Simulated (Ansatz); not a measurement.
# WS2 (R3m) in Ansatz: notebook

The runs below take WS2 through band structure, with PBEsol.

Everything below comes from runs of Ansatz 0.2.0. Logs are shortened: lines on timing, memory, paths and dates and some standing lists are left out, and cuts for length are marked.

**1. Starting point**

The structure is trigonal, space group R3m (No. 160). Conventional cell: a = 3.158 Å, b = 3.158 Å, c = 18.490 Å, α = 90.00°, β = 90.00°, γ = 120.00°. Around W (site symmetry 3m) lie 6 S at 2.39 to 2.42 Å. Around S (site symmetry 3m) lie 3 W at 2.42 Å. S (site symmetry 3m) has 3 W at 2.39 Å as nearest neighbours.

Measurements of this composition are mostly on another form, of space group No. 194.

**2. Band structure, PBEsol**

input.yaml

```yaml
crystal:
  lattice:
    - [1.579, 0.9116360751, 6.1633333333]
    - [-1.579, 0.9116360751, 6.1633333333]
    - [0.0, -1.8232721501, 6.1633333333]
  atoms:
    - { symbol: W, position: [0.0, 0.0, 0.0] }
    - { symbol: S, position: [0.581, 0.581, 0.581] }
    - { symbol: S, position: [0.7503, 0.7503, 0.7503] }
kpoints:
  mp_grid: { grid: [10, 10, 10] }
  band_path:
    path:
      - [0.0, 0.0, 0.0]
      - [0.5, 0.0, 0.0]
      - [0.5, 0.1812521368, -0.1812521368]
    npoints: 12
scf:
  occupations: { method: fermi_dirac, width: 0.05 }
hamiltonian:
  xc: pbesol
  pseudopotentials: { kind: all_electron, datasets: crystal }
output:
  forces: true
  stress: true
  eigenvalues: true
  elf: true
  volumetric_format: npy
```

Potentials or basis: all-electron PAW datasets made for the crystal.

On the command line:

```
ansatz run input.yaml --threads 2 --pin off --max-ram 8192MiB --backend cpu --events-out ev --progress --plain --runs-dir out
```

Output:

```text
Warning: RAYON_NUM_THREADS=2 ignored (pool sized by the plan → 2); use --threads N
basis.fft_grid_basis auto: the FFT boxes are laid along the combinations [[1, 0, -1], [0, 1, -1], [0, 0, 1]] of the cell's own vectors, 3.158, 3.158 and 6.427 Å long. The dense box has 18×18×40 points. Along the cell's own vectors, as sized, it would have 40×40×40, 4.94 times as many. Of the 6 symmetry operations that the crystal satisfies within crystal.symmetry.tolerance (time reversal apart; of a slab, those that keep its plane) the dense box along the cell's own vectors carries 6, and the one as laid loses 4 of those. basis.fft_grid_basis: typed keeps the cell's own vectors: state it where this run's energies or levels are differenced outside the engine with another run's, or held beside a run that keeps those vectors.
hamiltonian.pseudopotentials.datasets: crystal makes datasets for this crystal and solves the spheres of its atoms anew in each pass: cutoff 300.0 eV, the density's 1200.0 eV; for an error of 0.50 meV an atom under PBE, 1.5 meV for the cell; an energy difference from a run of another recipe may be off by several times the error for the cell, under r2SCAN by more, where some 0.1 meV an atom stays at smaller errors; S in spheres of 1.085 Å, 6 of its electrons in bands; W in spheres of 1.302 Å, 14 of its electrons in bands, 14 on its site; only band paths and densities of states list, in semicore columns, the levels of the semicore shells that are solved separately: 4f of W
band count auto-derived: 19 (N_el = 26.0; filled up to band 13; 17 by the electrons, moments and atoms)
Engine: ansatz 0.2.0, x86_64-unknown-linux-gnu
Pseudopotentials: kind: all_electron
Pseudopotential: W, paw, valence charge 28, recommended cutoff 300 eV (normal), crystal/all_electron/pbesol/scalar/gaussian/W, Koelling and Harmon's equation, gaussian nucleus
Pseudopotential: S, paw, valence charge 6, recommended cutoff 300 eV (normal), crystal/all_electron/pbesol/scalar/gaussian/S, Koelling and Harmon's equation, gaussian nucleus
Functional definition: PBEsol
  exchange = pbesol_x
  correlation = pbesol_c
Crystal: 3 atoms, lattice volume = 53.232 Å³
Basis set: ecut = 300 eV, 635 PW (Γ), FFT grids on a1−a3, a2−a3, a3, exchange–correlation on 36×36×80 points (8 copies of the dense FFT grid, shifted against one another)
Bands: 19, of which v1, the nominal top of the filled ones, is band 13 counted from 1 (12 counted from 0)
Symmetry: 6 space group operations
Space group: R3m (ITA 160), of the structure as read, at distance tolerance 3.8e-5 Å
k-points: 116 of 1000 (time reversal used)
Non-local potential: W, projectors of the file, l = 0: 2, l = 1: 2, l = 2: 2
Non-local potential: S, projectors of the file, l = 0: 1, l = 1: 1, l = 2: 2
PAW form: soft (Blöchl's): semilocal exchange-correlation on the pseudo side does not see the compensation charge
PAW one-centre angular grid: W, 590 points (default); XC on its mesh's 1803 points in the sphere
PAW one-centre angular grid: S, 110 points (default); XC on its mesh's 1909 points in the sphere
Initial density: superposition of atomic densities (neutral atoms: chi_scale 0, normalization atom)
Initial wavefunctions: pseudopotential atomic-orbital guess
Functional: x = pbesol(κ = 0.804, μ = 0.12345679012345678), c = pbesol(β = 0.046)
iter 1 solved again at ethr=2.03e-2 eV; its pass at ethr=1.00e-1 eV (dr2=5.29e0 eV) is discarded
SCF iter   1: F=—  HF=-460769.004044 eV  |F-HF|=—  |Δ(HF+E_count)|=         —  Δρ=8.14e-2  dr2=5.33e0  ethr=2.03e-2  ⟨swp⟩=2.1  Hψ=11724  notcnv=0
preconditioner: auto → none  [insulator: Δε(μ)=0.946 eV  Ē_g=10.768 eV  σ=0.050 eV  W_gap=1.00  n_scr=16 (ndim 8)  ℏωp=21.6 eV  f_vac=0.001  D(μ)=0.00/eV (n_scr^D=0)  ε∞_Penn≈5.0]
SCF iter   2: F=—  HF=-460769.078135 eV  |F-HF|=—  |Δ(HF+E_count)|=   7.41e-2  Δρ=7.39e-2  dr2=8.93e0  ethr=2.03e-2  ⟨swp⟩=3.8  Hψ=6164  notcnv=0  defer=1
SCF iter   3: F=—  HF=-460767.951780 eV  |F-HF|=—  |Δ(HF+E_count)|=    1.13e0  Δρ=3.24e-2  dr2=1.35e0  ethr=2.03e-2  ⟨swp⟩=3.6  Hψ=5618  notcnv=0  defer=3
iter 4 solved again at ethr=2.02e-4 eV; its pass at ethr=5.19e-3 eV (dr2=5.25e-2 eV) is discarded
SCF iter   4: F=—  HF=-460767.740164 eV  |F-HF|=—  |Δ(HF+E_count)|=   2.12e-1  Δρ=9.70e-3  dr2=5.02e-2  ethr=2.02e-4  ⟨swp⟩=3.0  Hψ=10126  notcnv=0  defer=19
SCF iter   5: F=—  HF=-460767.733021 eV  |F-HF|=—  |Δ(HF+E_count)|=   7.14e-3  Δρ=2.10e-3  dr2=4.79e-3  ethr=1.93e-4  ⟨swp⟩=3.3  Hψ=5269  notcnv=0  defer=15
SCF iter   6: F=—  HF=-460767.733114 eV  |F-HF|=—  |Δ(HF+E_count)|=   9.29e-5  Δρ=1.16e-3  dr2=1.14e-3  ethr=1.84e-5  ⟨swp⟩=3.1  Hψ=4047  notcnv=0  defer=8
SCF iter   7: F=—  HF=-460767.732931 eV  |F-HF|=—  |Δ(HF+E_count)|=   1.84e-4  Δρ=3.13e-4  dr2=8.56e-5  ethr=4.39e-6  ⟨swp⟩=2.9  Hψ=4699  notcnv=0  defer=3
SCF iter   8: F=—  HF=-460767.732927 eV  |F-HF|=—  |Δ(HF+E_count)|=   4.05e-6  Δρ=1.07e-4  dr2=1.02e-5  ethr=3.29e-7  ⟨swp⟩=3.0  Hψ=4046  notcnv=0
SCF iter   9: F=—  HF=-460767.732926 eV  |F-HF|=—  |Δ(HF+E_count)|=   4.29e-7  Δρ=6.27e-5  dr2=4.55e-6  ethr=3.94e-8  ⟨swp⟩=3.0  Hψ=4428  notcnv=0
SCF iter  10: F=—  HF=-460767.732926 eV  |F-HF|=—  |Δ(HF+E_count)|=   7.40e-7  Δρ=2.29e-5  dr2=5.70e-7  ethr=1.75e-8  ⟨swp⟩=2.0  Hψ=3716  notcnv=0
SCF iter  11: F=-460767.732925 eV  HF=-460767.732925 eV  |F-HF|=3.29e-8  |Δ(HF+E_count)|=   9.04e-8  Δρ=5.79e-6  dr2=3.69e-8  ethr=2.19e-9  ⟨swp⟩=3.0  Hψ=3835  notcnv=0
SCF 1 converged in 11 iterations: F = -460767.732926 eV  dr2 = 3.69e-8
  Residual-converged pass: ⟨swp⟩=3.8  Hψ=5094  notcnv=0  max |occ|·‖R‖ = 6.3e-6 eV (tolerance 6.5e-6 eV)  dr2=3.52e-8  dr2_onsite=1.42e-8  max |Δocc| = 2.8e-9
NSCF: frozen V_eff on 25 k-points
SCF converged after 11 iterations
Free energy (F): -460767.732926 eV
Harris-Foulkes:  -460767.732926 eV  (|F-HF|=3.29e-8)
Internal energy: -460767.732925 eV  (E = F + TS)
E sigma→0 (E₀):  -460767.732926 eV
Entropy (-TS):   -0.000000 eV (-0.000 meV/atom)
Past the cutoff: the bands carry plane waves up to 1.75 times it, of which those up to 1.5 times it add -0.000131 eV an atom, each by itself; the spheres take 0.000083 eV an atom off the energy for waves past 1.75 times it
By the cutoff:   a pressure is off by up to 0.005 GPa (1.2 times the spheres' own share and the shells' term, over an atom's volume, and 0.004 GPa: a bound that held against runs at twice the plane waves)
Past the cutoffs: a stress includes 0.0011 GPa for waves and charges beyond them, in addition to the slope of what the spheres take
In the spheres:  the bands' charges fall short by 3.2e-7 e at most (sound up to 1e-3), those of shells solved beside the bands by 2.6e-8 e (sound up to 5e-4)
Fermi energy:    14.702951 eV
--- Per-component energies (eV) ---
  E_band       = -121.705581
  E_kinetic    = 482.823139
  E_local      = -9154.496270  (includes V_loc(G=0)·N_el)
  E_nonlocal   = 68.244678
  E_hartree    = 4483.154194
  E_xc         = -255.773873
  E_vxc        = -324.691500  (∫ρ·V_xc dr)
  E_paw        = -469912.559991  (= ΣΔE_a)
  E_vpaw       = -18103.064289  (= ΣTr[D̂ρ^β])
  E_ewald      = -4422.317854
  E_smearing   = -0.000000  (= −TS)
  E_closure    = 17943.193050  (closes the sum)
  Σ components = -460767.732926   (vs F -460767.732926, Δ=0.00e0)
  The terms above E_closure are by the made datasets' own strengths, without shells solved beside the bands.
--- Forces (eV/Å), atoms counted from 1 ---
  atom   1  W      0.00000000    -0.00000000    -0.59917727
  atom   2  S     -0.00000000     0.00000000     0.36733288
  atom   3  S      0.00000000     0.00000000     0.23181561
  max |Σ_I F_I| component: 2.88e-5 eV/Å
--- Stress (GPa, compression-positive) ---
       -0.925340       0.000000       0.000000
        0.000000      -0.925340       0.000000
        0.000000       0.000000       0.082994
  P = ⅓ Tr σ = -0.5892 GPa (-5.892 kbar)
  It holds what live shells' own plane waves past their cutoff add
--- Band table (eV; the first three rows and the last of 116) ---
  k-point 0: bands = ["-60.2932", "-24.6074", "-24.4211", "-24.4211", "-1.4262", "0.5900", "6.5408", "10.6889", "10.6889", "11.9481", "11.9481", "12.6782", "13.0074", "16.4200", "16.4200", "16.7834", "16.7834"]
  k-point 1: bands = ["-60.2914", "-24.6009", "-24.4570", "-24.4294", "-1.2534", "0.6394", "6.7520", "10.2643", "10.8560", "11.3380", "11.6864", "12.7786", "13.1053", "16.1919", "16.4607", "16.5588", "16.8039"]
  k-point 2: bands = ["-60.2867", "-24.5839", "-24.5499", "-24.4511", "-0.7711", "0.7776", "7.2911", "9.3730", "10.3595", "11.0844", "11.3488", "12.5541", "12.8764", "15.5967", "16.3380", "16.7786", "17.3589"]
  k-point 115: bands = ["-60.2932", "-24.6075", "-24.4211", "-24.4211", "-1.1994", "0.1525", "7.5916", "10.3618", "10.6733", "10.6733", "11.9806", "11.9806", "14.2418", "16.5358", "16.5358", "16.6219", "16.6219"]
```

Wall time 96 s (2 threads of Intel Xeon at 2.50GHz (Skylake/Cascade Lake), shared host); peak memory 1.4 GiB.

What came out:

```yaml
Free_energy: -460767.7329 eV
Pressure: -0.6 GPa
Largest_force: 0.599 eV/Å
Band_gap_on_the_k_mesh: 1.02 eV, indirect (least direct gap 2.23 eV)
Band_gap_along_the_path: 1.89 eV, direct
```

Forces on the atoms (eV/Å):
```
W    0.000  0.000 -0.599
S    0.000  0.000  0.367
S    0.000  0.000  0.232
```

Levels at the corners of the path, in eV from the valence-band top:
| point | band 10 | band 11 | band 12 | band 13 | band 14 | band 15 | band 16 | band 17 |
| --- | --- | --- | --- | --- | --- | --- | --- | --- |
| Γ | -1.61 | -1.61 | -0.88 | -0.55 | 2.87 | 2.87 | 3.23 | 3.23 |
| L | -3.48 | -1.88 | -1.12 | -1.05 | 2.98 | 3.26 | 4.26 | 4.55 |
| B1 | -3.96 | -3.39 | -2.34 | -0.02 | 1.93 | 3.19 | 4.22 | 5.53 |

Caveat: spin-orbit coupling is left out, which moves the levels of the heavy elements.

**3. Band structure, PBEsol**

Changes to input.yaml since step 2:

```diff
@@ -21,3 +21,6 @@
   xc: pbesol
-  pseudopotentials: { kind: all_electron, datasets: crystal }
+  pseudopotentials:
+    kind: all_electron
+    lapw: { basis_error: 0.002 }
+    dirac_shells: { S: ["2p"], W: ["4p", "4d"] }
 output:
@@ -26,3 +29 @@
   eigenvalues: true
-  elf: true
-  volumetric_format: npy
```

Potentials or basis: all-electron LAPW, inner shells corrected to Dirac's equation.

On the command line:

```
ansatz run input.yaml --threads 2 --pin off --max-ram 8192MiB --backend cpu --events-out ev --progress --plain --runs-dir out
```

Wall time 1.7 min (2 threads of Intel Xeon at 2.50GHz (Skylake/Cascade Lake), shared host); peak memory 0.61 GiB.

It converged, with:

```yaml
Free_energy: -461400.1138 eV
Pressure: -0.5 GPa
Largest_force: 0.599 eV/Å
Band_gap_on_the_k_mesh: 1.02 eV, indirect (least direct gap 2.23 eV)
Band_gap_along_the_path: 1.89 eV, direct
```

Forces on the atoms (eV/Å):
```
W    0.000  0.000 -0.599
S    0.000  0.000  0.363
S    0.000  0.000  0.236
```

Stress tensor (GPa, compression positive):
```
-0.88  0.00  0.00
 0.00 -0.88  0.00
 0.00  0.00  0.13
```

Levels at the corners of the path, in eV from the valence-band top:
| point | band 29 | band 30 | band 31 | band 32 | band 33 | band 34 | band 35 | band 36 | band 37 | band 38 |
| --- | --- | --- | --- | --- | --- | --- | --- | --- | --- | --- |
| Γ | -2.86 | -1.61 | -1.61 | -0.87 | -0.55 | 2.87 | 2.87 | 3.23 | 3.23 | 5.30 |
| L | -4.63 | -3.48 | -1.88 | -1.12 | -1.05 | 2.98 | 3.26 | 4.26 | 4.55 | 4.99 |
| B1 | -4.56 | -3.96 | -3.39 | -2.34 | -0.02 | 1.93 | 3.19 | 4.22 | 5.53 | 6.70 |

Caveat: spin-orbit coupling is left out, which moves the levels of the heavy elements. Expect the measured gap to be larger: semilocal functionals such as PBEsol lack the derivative discontinuity.
